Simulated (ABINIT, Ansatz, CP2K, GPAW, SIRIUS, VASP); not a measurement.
## One calculation of PtS2, 6 ways

```xyz
3
Lattice="3.5432 0.0000 0.0000 -1.7716 3.0685 0.0000 0.0000 0.0000 5.0388" Properties=species:S:1:pos:R:3 pbc="T T T"
Pt    0.0095   -0.0200    0.0506
S     1.7774    1.0159    3.8884
S    -0.0024    2.0604    1.1809
```

Atoms were shifted at random by some hundredths of an Å from the given cell, which wasn't relaxed again for these runs.

Alike in all runs: task single point; functional PBEsol; k mesh 9 × 9 × 5; occupations fermi-dirac, width 0.05 eV; no spin polarisation; no spin-orbit coupling. Pressure is positive in compression and, in plane waves, holds the error of the finite cutoff.

```csv
program and potentials,plane-wave cutoff (eV),notes,pressure (GPa),largest force (eV/Å)
"Ansatz, all-electron LAPW, scalar-relativistic",-,-,4.61,1.101
"VASP, PBE PAW files Pt, S, 520 eV",520,potentials made for PBE; 7.33 valence electrons an atom on average,4.31,1.083
"SIRIUS, PseudoDojo 0.4.1 PBEsol standard (scalar relativistic)",1152,10 valence electrons an atom on average,4.43,1.089
"CP2K, POTENTIAL_UZH Pt GTH-PBE-q18, S GTH-PBE-q6; TZVP-MOLOPT-PBE-GTH basis",-,atomic basis; potentials made for PBE; 10 valence electrons an atom on average,6.08,1.334
"ABINIT, PseudoDojo NC SR PBEsol v0.4.1 standard",1143,10 valence electrons an atom on average,4.43,1.089
"GPAW, PAW data sets generated for this functional",600,9.33 valence electrons an atom on average,4.60,1.117
```

Force on atom 3 (S), eV/Å:

```
                                                     program and potentials      x       y      z
                             Ansatz, all-electron LAPW, scalar-relativistic  0.143  -0.377  1.025
                                          VASP, PBE PAW files Pt, S, 520 eV  0.143  -0.376  1.005
             SIRIUS, PseudoDojo 0.4.1 PBEsol standard (scalar relativistic)  0.142  -0.375  1.012
CP2K, POTENTIAL_UZH Pt GTH-PBE-q18, S GTH-PBE-q6; TZVP-MOLOPT-PBE-GTH basis  0.154  -0.405  1.262
                            ABINIT, PseudoDojo NC SR PBEsol v0.4.1 standard  0.142  -0.375  1.012
                          GPAW, PAW data sets generated for this functional  0.141  -0.372  1.044
```

The pressure spans 4.31 (VASP, PBE PAW files Pt, S, 520 eV) to 6.08 GPa (CP2K, POTENTIAL_UZH Pt GTH-PBE-q18, S GTH-PBE-q6; TZVP-MOLOPT-PBE-GTH basis), with all-electron results at 4.61. Rows in atomic bases carry the error of their basis and grid, which can be large.

The functional is the same throughout but for its coding, so the spread measures potentials, basis and numerics; runs on potential files found faulty are left out.
